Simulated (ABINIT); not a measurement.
Runs of ABINIT 10.8.3 (patched build) on MoP. The structure is hexagonal, space group P-6m2 (No. 187). Conventional cell: a = 3.223 Å, b = 3.223 Å, c = 3.191 Å, α = 90.00°, β = 90.00°, γ = 120.00°. Around Mo (site symmetry -6m2) lie 6 P at 2.45 Å. Around P (site symmetry -6m2) lie 6 Mo at 2.45 Å. 

```csv
potentials or basis,cutoff (eV),fine-grid cutoff,gap on the mesh (eV),pressure (GPa)
PseudoDojo NC SR PBE v0.5 stringent,1088,-,none,2.7
PseudoDojo NC SR PBE v0.5 standard,1088,-,none,2.7
PseudoDojo NC SR PBE v0.4 stringent,1088,-,none,2.7
SPMS NC PBE v1.0,599,-,none,2.7
PseudoDojo NC SR PBE v0.4.1 standard,1088,-,none,2.7
SG15 NC PBE v1.2,816,-,none,2.3
JTH PAW PBE v2.0,544,1088.46 eV,none,2.8
Ansatz NC PBE,1088,-,none,(a)
```

Alike in all rows: task band structure; level PBE; no spin polarisation; cell as given; k mesh 10 × 10 × 8; smearing fermi-dirac 0.05 eV.

**Question.** Fill in the values left out.

**Answer.** (a) 2.6.

A k mesh can miss the band edges, and the runs leave out spin-orbit coupling on Mo.

A gap of «none» marks a metal or a gap under the smearing width.
